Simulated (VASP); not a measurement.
CdF2: relaxation of cell and atoms with HSE06

Crystal: CdF2.

```
CELL_PARAMETERS angstrom
0.00000 2.69697 2.69697
2.69697 0.00000 2.69697
2.69697 2.69697 0.00000
ATOMIC_POSITIONS crystal
Cd 0.00000 0.00000 0.00000
F 0.25000 0.25000 0.25000
F 0.75000 0.75000 0.75000
```

| Property | Result |
| --- | --- |
| Program | VASP 6.6.1 |
| Task | relaxation of cell and atoms |
| Functional | HSE06 |
| Potentials or basis | VASP PAW PBE potentials, release 64 (Cd, F) |
| Cutoff | 520 eV |
| k mesh | 6 × 6 × 6 |
| Occupations | gaussian, width 0.03 eV |
| Spin | no spin polarisation |
| Grid for exact exchange (PRECFOCK) | Fast |
| Screening parameter | 0.2 1/A |
| Further INCAR settings | ALGO = Normal; EDIFF = 1e-06; IBRION = 2; EDIFFG = -0.01; NSW = 25; ISIF = 3 |

```json
{
  "Relaxed volume": "13.35 Å³/atom",
  "Relaxed cell": "a = 3.840 Å, b = 3.840 Å, c = 3.840 Å, α = 60.00°, β = 60.00°, γ = 60.00°",
  "Space group after relaxing (to 0.05 Å)": "Fm-3m (No. 225)",
  "Energy gained by relaxing": "1.9 meV/atom",
  "Ionic steps": "3",
  "Pressure after relaxing": "0.0 GPa",
  "Band gap on the k mesh": "5.11 eV, indirect (least direct gap 5.71 eV)"
}
```

The path:
```
step  energy change (eV)  largest force (eV/Å)  pressure (GPa)  volume (Å³)
   1              0.0000                0.0000            2.26        39.23
   2             -0.0053                0.0000           -0.63        40.29
   3             -0.0058                0.0000            0.00        40.05
```

Final structure:
```cif
data_structure
_symmetry_space_group_name_H-M 'P 1'
_symmetry_Int_Tables_number 1
_cell_length_a 3.8405
_cell_length_b 3.8405
_cell_length_c 3.8405
_cell_angle_alpha 60.000
_cell_angle_beta 60.000
_cell_angle_gamma 60.000
_cell_volume 40.05
loop_
_atom_site_label
_atom_site_type_symbol
_atom_site_fract_x
_atom_site_fract_y
_atom_site_fract_z
_atom_site_occupancy
Cd1 Cd 0.00000 0.00000 0.00000 1
F1 F 0.25000 0.25000 0.25000 1
F2 F 0.75000 0.75000 0.75000 1
```

Levels at points of the mesh, in eV from the valence-band top:
| k point | band 10 | band 11 | band 12 | band 13 | band 14 | band 15 | band 16 | band 17 |
| --- | --- | --- | --- | --- | --- | --- | --- | --- |
| (0.00, 0.00, 0.00) | -0.93 | -0.59 | -0.59 | -0.59 | 5.11 | 14.90 | 14.90 | 14.90 |
| (0.50, 0.00, 0.00) | -1.82 | -1.82 | -0.45 | -0.45 | 9.35 | 11.20 | 16.82 | 16.82 |
| (0.50, 0.50, 0.00) | -2.96 | -0.46 | -0.07 | -0.07 | 10.27 | 11.78 | 13.86 | 16.62 |

It took 7.5 min on 4 MPI ranks on Intel(R) Xeon(R) 6975P-C (Granite Rapids), on a shared host, peak memory 0.27 GiB a rank.

Caveat: the PAW data sets were made with another functional, which shifts forces and pressure a little. A k mesh can miss the band edges.
